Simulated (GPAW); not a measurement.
# CdSe (Cadmoselite) in GPAW: the effect of volume scale

CdSe (Cadmoselite):

```
Cd Se
1.0
     4.21222    0.00000    0.00000
    -2.10611    3.64789    0.00000
     0.00000    0.00000    6.87669
Cd Se
2 2
Direct
  0.66667 0.33333 0.50000
  0.33333 0.66667 0.00000
  0.66667 0.33333 0.88500
  0.33333 0.66667 0.38500
```

Alike in all runs:

| Item | Value |
| --- | --- |
| Program | GPAW 26.7.0 |
| Task | dielectric tensor |
| Functional | LDA |
| Potentials or basis | the program's PAW data sets (release 1.2.1) made for this functional |
| Cutoff | 500 eV |
| Basis | pw |
| k mesh | 6 × 6 × 3 |
| Occupations | fermi-dirac, width 0.001 eV |
| Spin | no spin polarisation |

| volume scale | gap on the mesh (eV) | dielectric constant (mean) |
| --- | --- | --- |
| 0.94 | 0.55 | 9.21 |
| 0.96 | 0.50 | 9.76 |
| 0.98 | 0.46 | 10.47 |
| 1 | 0.42 | 11.41 |
| 1.02 | ? | ? |
| 1.04 | 0.35 | 14.50 |
| 1.06 | 0.31 | 17.04 |

Q: What does the run with volume scale 1.02 give?

A: gap on the mesh 0.38 eV; dielectric constant 12.71 mean.

Worked out: A straight line through the other rows of the gap on the mesh, of slope -1.95 eV per unit of volume scale, gives 0.39 eV, against the run's 0.38. A parabola through the other rows of the dielectric constant, of slope 81.7  per unit of volume scale there, gives 12.89 , against the run's 12.71.

Caveats: the gap is small at this level, which inflates the dielectric constant; the long-wavelength limit can be off by several per cent where d states take part; an odd mesh through Γ misses points on the zone boundary, where band edges often lie.

Runs at the PBE level aren't shown here.
